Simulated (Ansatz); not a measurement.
# CdO (Fm-3m): equation of state with a fit from a Python script

A script is to give an equation of state with a fit; the system is CdO (Fm-3m).

Computed with Ansatz 0.2.0, driven from Python. Level of theory: DFT PBE, plane waves, PAW.

### Step 1. The structure

The structure is cubic, space group Fm-3m (No. 225). Conventional cell: a = 4.699 Å, b = 4.699 Å, c = 4.699 Å, α = 90.00°, β = 90.00°, γ = 90.00°. Cd (site symmetry m-3m) has 6 O at 2.35 Å as nearest neighbours. O (site symmetry m-3m) is surrounded by 6 Cd at 2.35 Å.

No structure file is read: the coordinates are typed or built in the script.

### Step 2. The script

The input, cdo_eos.py:

```python
# -*- coding: utf-8 -*-
'''Bulk modulus of CdO from an E(V) curve.'''

import ansatz as az
import numpy as np
from scipy.optimize import curve_fit

vectors0 = np.array([
    [0.0, 2.3495, 2.3495],
    [2.3495, 0.0, 2.3495],
    [2.3495, 2.3495, 0.0],
])
sites = [
    ('Cd', (0.0, 0.0, 0.0)),
    ('O', (0.5, 0.5, 0.5)),
]


def on_lattice(cell):
    crystal = az.Crystal(lattice=az.Lattice.of(cell))
    for symbol, position in sites:
        crystal = crystal.atom(symbol, position)
    return crystal

def vinet(v, e0, v0, b0, b1):
    eta = (v / v0) ** (1 / 3)
    return e0 + 2 * b0 * v0 / (b1 - 1) ** 2 * (2 - (5 + 3 * b1 * (eta - 1) - 3 * eta) * np.exp(-1.5 * (b1 - 1) * (eta - 1)))


def main():
    # scale the volume, keep shape and fractions
    volumes, energies = [], []
    for scale in np.linspace(0.94, 1.06, 7):
        cell = vectors0 * scale ** (1 / 3)
        setup = (
            on_lattice(cell).calculation()
            .functional('pbe')
            .occupations('fixed')
            .basis(500)
            .kpoints(6, 6, 6)
        )
        rep = setup.run(threads=1).report
        volumes.append(abs(np.linalg.det(cell)) / len(sites))
        energies.append(rep['free_energy_ev'] / len(sites))
        print(f'V = {volumes[-1]:8.4f} A^3/atom  F = {energies[-1]:.5f} eV/atom')

    guess = (min(energies), volumes[int(np.argmin(energies))], 0.5, 4.5)
    (e0, v0, b0, b1), _ = curve_fit(vinet, np.array(volumes), np.array(energies), p0=guess, maxfev=20000)
    print(f'Vinet fit: V0 = {v0:.4f} A^3/atom, B0 = {160.21766 * b0:.1f} GPa, B1 = {b1:.2f}')
    print('largest residual', round(1000 * float(np.abs(vinet(np.array(volumes), e0, v0, b0, b1) - energies).max()), 3), 'meV/atom')


if __name__ == '__main__':
    main()
```

### Step 3. What the engine is handed

The package turns the script's settings into the engine's input (first run):

```yaml
crystal:
  lattice:
    - [0.0, 2.3015375624272116, 2.3015375624272116]
    - [2.3015375624272116, 0.0, 2.3015375624272116]
    - [2.3015375624272116, 2.3015375624272116, 0.0]
  atoms:
    - { symbol: Cd, position: [0.0, 0.0, 0.0] }
    - { symbol: O, position: [0.5, 0.5, 0.5] }
basis:
  ecutwfc: 500.0
kpoints:
  mp_grid:
    grid: [6, 6, 6]
hamiltonian:
  xc: pbe
scf:
  occupations:
    method: fixed
```

### Step 4. The run

Launch:

```
$ python cdo_eos.py
```

Standard output:

```text
RunWarning: iter 1: σ=0 fill of 13 bands saw a band overlap (occupied 13.9748 eV > unoccupied 13.7009 eV) — on an unconverged iterate often a transient of an unconverged empty band; one that stands at the close is told there (band_overlap_at_count); if the run fails to converge, the spectrum is likely genuinely [...]
RunWarning: the bands overlap at the fill by count (13 filled at each k-point of a channel): the highest filled level, 13.997539 eV at k-index 3, stands 0.2880 eV over the lowest empty one, 13.709521 eV at k-index 0, so that a fill of the lowest levels lies lower and no gap is reported. A metal, or a carrier in a [...]
V =  12.1914 A^3/atom  F = -4410.65723 eV/atom
V =  12.4508 A^3/atom  F = -4410.68141 eV/atom
V =  12.7102 A^3/atom  F = -4410.69934 eV/atom
V =  12.9696 A^3/atom  F = -4410.71166 eV/atom
V =  13.2290 A^3/atom  F = -4410.71901 eV/atom
V =  13.4884 A^3/atom  F = -4410.72187 eV/atom
V =  13.7478 A^3/atom  F = -4410.72072 eV/atom
Vinet fit: V0 = 13.5397 A^3/atom, B0 = 126.1 GPa, B1 = 4.86
largest residual 0.007 meV/atom
```

(Warnings from the package without file and line, shortened, repeats left out.)

It took 4.4 s on 1 thread of Arm Neoverse V2, shared host; peak memory 0.37 GiB.

### Step 5. What changed from run to run

The engine's inputs for some of the other runs:

Run 3, against run 1:

```diff
@@ -3,3 +3,3 @@
-    - [0.0, 2.3015375624272116, 2.3015375624272116]
-    - [2.3015375624272116, 0.0, 2.3015375624272116]
-    - [2.3015375624272116, 2.3015375624272116, 0.0]
+    - [0.0, 2.3337310684970918, 2.3337310684970918]
+    - [2.3337310684970918, 0.0, 2.3337310684970918]
+    - [2.3337310684970918, 2.3337310684970918, 0.0]
```

Run 4, against run 1:

```diff
@@ -3,3 +3,3 @@
-    - [0.0, 2.3015375624272116, 2.3015375624272116]
-    - [2.3015375624272116, 0.0, 2.3015375624272116]
-    - [2.3015375624272116, 2.3015375624272116, 0.0]
+    - [0.0, 2.3495, 2.3495]
+    - [2.3495, 0.0, 2.3495]
+    - [2.3495, 2.3495, 0.0]
```

Run 7, against run 1:

```diff
@@ -3,3 +3,3 @@
-    - [0.0, 2.3015375624272116, 2.3015375624272116]
-    - [2.3015375624272116, 0.0, 2.3015375624272116]
-    - [2.3015375624272116, 2.3015375624272116, 0.0]
+    - [0.0, 2.395580326280997, 2.395580326280997]
+    - [2.395580326280997, 0.0, 2.395580326280997]
+    - [2.395580326280997, 2.395580326280997, 0.0]
```

### Step 6. Run by run

The 7 runs, in the order started:

| run | volume (Å³/atom) | energy from run 6 (meV/atom) | SCF cycles | CPU time (s) |
| --- | --- | --- | --- | --- |
| 1 | 12.191 | 64.63 | 6 | 0.55 |
| 2 | 12.451 | 40.46 | 6 | 0.44 |
| 3 | 12.710 | 22.53 | 6 | 0.48 |
| 4 | 12.970 | 10.20 | 6 | 0.47 |
| 5 | 13.229 | 2.86 | 6 | 0.48 |
| 6 | 13.488 | 0.00 | 6 | 0.53 |
| 7 | 13.748 | 1.15 | 6 | 0.53 |

### Step 7. Results

```
                      quantity           value
                 runs compared               7
               range of energy  64.63 meV/atom
lowest point, volume (Å³/atom)          13.488
```

What this shows: Runs 1, 2, 3, 4, 5, 6, 7: each has settings that are off on purpose, so what rests on them isn't a property of the system. A third-order Birch-Murnaghan fit through the 7 points (the script's own form may differ a little) has its minimum at 13.54 Å³ an atom, 4.4 % above the typed cell, with a bulk modulus of 126 GPa and dB/dP = 4.8. From that minimum the energy rises by 64.7 meV an atom on the compressed side and 1.2 meV on the expanded side. The window is off centre, so dB/dP is rough. The input holds a mistake (fixed occupations, though the bands overlap at this level of theory), so what it prints is no property of CdO. The starting cell is as deposited in a crystallographic database.
